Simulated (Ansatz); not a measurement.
Base system: Sb$_{2}$Te$_{3}$ in the Bi2Te3 type structure (space group R-3m, No. 166; a = 4.276 Å, c = 29.825 Å (hexagonal axes)).

(Cell as relaxed with PBE-D3(BJ).)

Levels (all Ansatz, a first-principles code, PAW): PBE-D3(BJ) (420 eV, spin-orbit coupling left out); r2SCAN+rVV10 (500 eV, scalar-relativistic without spin-orbit coupling).

Each level relaxes its own structure.

| quantity | PBE-D3(BJ) | r2SCAN+rVV10 |
|---|---|---|
| volume per atom | 31.49 Å³ | … |
| lattice parameter a | 8.081 bohr | … |
| lattice parameter c | 56.361 bohr | … |

Q: What does r2SCAN+rVV10 give?

A: 
- volume per atom, r2SCAN+rVV10: 32.80 Å³
- lattice parameter a, r2SCAN+rVV10: 8.099 bohr
- lattice parameter c, r2SCAN+rVV10: 58.450 bohr

PBE-D3(BJ)'s volume per atom lies 1.318 Å³ below r2SCAN+rVV10's (4.0 %); PBE-D3(BJ)'s lattice parameter a lies 0.0186 bohr below r2SCAN+rVV10's (0.2 %); PBE-D3(BJ)'s lattice parameter c lies 2.089 bohr below r2SCAN+rVV10's (3.6 %). Neither level is exact; r2SCAN+rVV10 is the comparison here, not a measurement.

Stability against distortions was not tested.
